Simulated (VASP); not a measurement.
# Sn (I4_1/amd) in VASP: a series of runs, part 2 of 2

VASP 6.6.1.

### Step 3. Relaxation of cell and atoms, r2SCAN+rVV10

INCAR

```
PREC     = Accurate       # precision mode
ENCUT    = 600            # plane-wave cutoff, eV
EDIFF    = 1E-7           # SCF threshold, eV
ISMEAR   = 0              # smearing method
SIGMA    = 0.1            # smearing width, eV
LREAL    = F              # projectors in reciprocal space
LASPH    = T              # aspherical terms in the spheres
NELM     = 60             # most SCF steps
ALGO     = Normal         # electronic algorithm
ISIF     = 3              # what is computed and relaxed
LWAVE    = F              # write WAVECAR
LCHARG   = F              # write CHGCAR
METAGGA  = R2SCAN         # meta-GGA
LMIXTAU  = T            
LUSE_VDW = T            
IVDW_NL  = 2            
BPARAM   = 11.95        
CPARAM   = 0.0093       
IBRION   = 2              # ionic algorithm
NSW      = 90             # ionic steps
EDIFFG   = -0.005         # ionic threshold
```

KPOINTS

```
Automatic mesh
0
Gamma
  16 16 16
```

POSCAR

```
Sn
1.0
   -2.9161500000      2.9161500000      1.5911500000
    2.9161500000     -2.9161500000      1.5911500000
    2.9161500000      2.9161500000     -1.5911500000
Sn
2
Direct
    0.0000000000      0.0000000000      0.0000000000
    0.7500000000      0.2500000000      0.5000000000
```

Potentials or basis: VASP PAW PBE potentials, release 64 (Sn_d).

The run is started by

```
$ cat potpaw_PBE.64/Sn_d/POTCAR > POTCAR
$ mpirun -np 1 vasp_std > vasp.out
```

OUTCAR:

```text
PREC = Accurate
   ENCUT = 600
   EDIFF = 1E-7
   ISMEAR = 0
   LREAL = F
   LASPH = T
   NELM = 60
   ISIF = 3
   METAGGA = R2SCAN
   IVDW_NL = 2
   BPARAM = 11.95
   IBRION = 2
   NSW = 90
   EDIFFG = -0.005

 ion  position               nearest neighbor table
   1  0.000  0.000  0.000-   2 3.02   2 3.02   2 3.02   2 3.02
   2  0.750  0.250  0.500-   1 3.02   1 3.02   1 3.02   1 3.02

  LATTYP: Found a body centered tetragonal cell.
 ALAT       =     5.8323000000
 C/A-ratio  =     0.5456337980

  Lattice vectors:

 A1 = (  -2.9161500000,   2.9161500000,   1.5911500000)
 A2 = (   2.9161500000,  -2.9161500000,   1.5911500000)
 A3 = (   2.9161500000,   2.9161500000,  -1.5911500000)

Analysis of symmetry for initial positions (statically):
=====================================================================
 Subroutine PRICEL returns:
 Original cell was already a primitive cell.

 Routine SETGRP: Setting up the symmetry group for a
 body centered tetragonal supercell.

 Subroutine GETGRP returns: Found 16 space group operations
 (whereof  8 operations were pure point group operations)
 out of a pool of 16 trial point group operations.

The static configuration has the point symmetry D_2d.
[... 174 lines left out ...]
  -------------------------------------------------------------------------------------
  Total        0.1729805      0.1729805     -0.0718600      0.0000000      0.0000000      0.0000000
  in kB        5.1205520      5.1205520     -2.1271931      0.0000000      0.0000000      0.0000000
  external PRESSURE =       2.7046369 kB  Pullay stress =       0.0000000 kB
[... 95 lines left out ...]
--------------------------------------- Ionic step        4  -------------------------------------------

 number of electron      27.9999997 magnetization

 Free energy of the ion-electron system (eV)
  ---------------------------------------------------
  ext. energy  EPLUGINS =         0.00000000
  ---------------------------------------------------
  free energy    TOTEN  =       -48.54375064 eV

  energy without entropy =      -48.53920876  energy(sigma->0) =      -48.54147970

 E-fermi :   7.8874     XC(G=0): -11.1505

 val. band max:        7.8853220703   @ k =  -0.2500   0.3125   0.1875
 cond. band min:       7.8892093234   @ k =  -0.3125   0.3125   0.1875
 fundamental gap:      0.0038872532
 Fermi energy:         7.8874260768

 k-point     1 :       0.0000    0.0000    0.0000
  band No.  band energies     occupation
      1     -14.4501      2.00000
      2     -14.3672      2.00000
      3     -14.3113      2.00000
      4     -14.3109      2.00000
      5     -14.1353      2.00000
      6     -14.1352      2.00000
[... 481 lines left out ...]
      5     -14.1369      2.00000
      6     -14.1335      2.00000
[... 10 lines left out ...]
     17      14.1545      0.00000
     18      15.2628      0.00000

 [... further k-points ...]

------------------------ aborting loop because EDIFF is reached ----------------------------------------

  FORCE on cell =-STRESS in cart. coord.  units (eV):
  Direction    XX          YY          ZZ          XY          YZ          ZX
  --------------------------------------------------------------------------------------
  -------------------------------------------------------------------------------------
  Total       -0.0018464     -0.0018464     -0.0037198      0.0000000      0.0000000      0.0000000
  in kB       -0.0544160     -0.0544160     -0.1096256      0.0000000      0.0000000      0.0000000
  external PRESSURE =      -0.0728192 kB  Pullay stress =       0.0000000 kB
[... 17 lines left out ...]
  FREE ENERGIE OF THE ION-ELECTRON SYSTEM (eV)
  ---------------------------------------------------
  free  energy   TOTEN  =       -48.5437506372 eV

  energy  without entropy=      -48.5392087627  energy(sigma->0) =      -48.54147970

 reached required accuracy - stopping structural energy minimisation
```

CONTCAR:

```text
Sn
   1.00000000000000
    -2.9291543616638314    2.9291543616638314    1.5840764614485907
     2.9291543616638314   -2.9291543616638314    1.5840764614485907
     2.9291543616638314    2.9291543616638314   -1.5840764614485907
  Sn
     2
Direct
     0.0000000000000000    1.0000000000000000    0.0000000000000000
     0.7500000000000000    0.2500000000000000    0.5000000000000000

  0.00000000E+00  0.00000000E+00  0.00000000E+00
  0.00000000E+00  0.00000000E+00  0.00000000E+00
```

Run time: 72 min. Hardware: 1 thread of AMD EPYC 9R45 (Zen 5), shared host; peak memory 0.66 GiB.

Results:

```
Free energy                            : -48.5438 eV
Relaxed volume                         : 27.18 Å³/atom
Relaxed cell                           : a = 4.435 Å, b = 4.435 Å, c = 4.435 Å, α = 97.33°, β = 97.33°, γ = 138.15°
Space group after relaxing (to 0.05 Å) : I4_1/amd (No. 141)
Energy gained by relaxing              : 0.5 meV/atom
Ionic steps                            : 4
Pressure after relaxing                : 0.0 GPa
Band gap on the k mesh                 : none (metal or under the smearing width)
```

The path:
```csv
step,energy change (eV),largest force (eV/Å),pressure (GPa),volume (Å³)
1,0.0000,0.0000,0.27,54.12
2,-0.0008,0.0000,-0.12,54.48
3,-0.0008,0.0000,-0.14,54.49
4,-0.0009,0.0000,-0.01,54.37
```

Final structure:
```xyz
2
Lattice="-2.9292 2.9292 1.5841 2.9292 -2.9292 1.5841 2.9292 2.9292 -1.5841" Properties=species:S:1:pos:R:3 pbc="T T T"
Sn    2.9292   -2.9292    1.5841
Sn    0.0000    2.9292    0.7920
```

Caveat: the PAW data sets were made with another functional, which shifts forces and pressure a little.
